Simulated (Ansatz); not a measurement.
Wanted: the native input for an Ansatz 0.2.0 run.

```yaml
Task: single point
Functional: PBE
Potentials_or_basis: all-electron LAPW, scalar-relativistic
Cutoff: 227 eV (chosen from the basis error)
Basis_error_allowed: 0.001 eV/atom
k_mesh: 11 × 11 × 11
Occupations: gaussian, width 0.021 eV
Spin: no spin polarisation
```

The system is Ti.

```
Ti
1.0
    -1.64100    1.64100    1.64100
     1.64100   -1.64100    1.64100
     1.64100    1.64100   -1.64100
Ti
1
Direct
  0.00000 0.00000 0.00000
```

This isn't the form of Ti at room conditions, which is hcp.

One way to write it, as run:

input.yaml

```yaml
crystal:
  lattice:
    - [-1.641, 1.641, 1.641]
    - [1.641, -1.641, 1.641]
    - [1.641, 1.641, -1.641]
  atoms:
    - { symbol: Ti, position: [0.0, 0.0, 0.0] }
kpoints:
  mp_grid: { grid: [11, 11, 11] }
scf:
  occupations: { method: gaussian, width: 0.021 }
hamiltonian:
  xc: pbe
  pseudopotentials: { kind: all_electron, lapw: { basis_error: 0.001 } }
output:
  forces: true
  stress: true
  eigenvalues: true
```

Potentials or basis: all-electron LAPW, scalar-relativistic.

Launch:

```sh
$ ansatz run input.yaml --threads 1 --pin off --max-ram 3072MiB --backend cpu --events-out ev --progress --plain --runs-dir out
```

It gave:

```yaml
Pressure: -2.9 GPa
Band_gap_on_the_k_mesh: none (metal or under the smearing width)
```

It took 2.6 s on 1 thread of Arm Neoverse V1 (shared host), peak memory 0.22 GiB.
